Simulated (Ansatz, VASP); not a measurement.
SiC in VASP and in Ansatz

File INCAR:

```
ALGO = Normal ; EDIFF = 1E-6
ENCUT = 520 ; GGA = PE
ISIF = 2 ; ISMEAR = -1
LASPH = T ; LCHARG = F
LREAL = F ; LWAVE = F
NBANDS = 11 ; NELM = 60
PREC = Accurate ; SIGMA = 0.05
```

The input KPOINTS:

```
k-points
0
Gamma
  15 15 15
```

Contents of POSCAR:

```
SiC
1.0
    0.0000000000      1.8871619238      1.8871619238
    1.8871619238      0.0000000000      1.8871619238
    1.8871619238      1.8871619238      0.0000000000
Si C
1 1
Direct
    0.0000000000      0.0000000000      0.0000000000
    0.2500000000      0.2500000000      0.2500000000
```

Input for Ansatz:

```yaml
crystal:
  lattice:
    - [0.0, 1.8871619238, 1.8871619238]
    - [1.8871619238, 0.0, 1.8871619238]
    - [1.8871619238, 1.8871619238, 0.0]
  atoms:
    - { symbol: Si, position: [0.0, 0.0, 0.0] }
    - { symbol: C, position: [0.25, 0.25, 0.25] }
kpoints:
  mp_grid: { grid: [15, 15, 15] }
scf:
  occupations: { method: fermi_dirac, width: 0.05 }
hamiltonian:
  xc: pbe
  pseudopotentials: { kind: paw }
output:
  forces: true
  stress: true
  eigenvalues: true
  populations: true
```

Change from the starting cell: volume scaled by 0.64, PAW files.

Alike in both runs: task single point; functional PBE; k mesh 15 × 15 × 15; occupations fermi-dirac, width 0.05 eV; no spin polarisation.

|  | VASP | Ansatz |
| --- | --- | --- |
| version | VASP 6.6.1 | Ansatz 0.2.0 |
| potentials or method | VASP PAW PBE potentials, release 64 (Si, C) | PAW with Ansatz's default frozen-core files, scalar-relativistic |
| plane-wave cutoff (eV) | 520 | 420 |
| valence electrons in the cell | 8 | 8 |

```csv
,VASP,Ansatz,Ansatz less VASP
pressure (GPa),219.0,219.2,+0.25
```

The functional is the same, so the differences come from potentials, cutoffs and numerics.

Caveats: the cell as given lies far from equilibrium; so large a pressure means that the cell lies far from this level's equilibrium, or that cutoff or potentials fall short (VASP); an odd mesh through Γ misses points on the zone boundary, where band edges often lie.
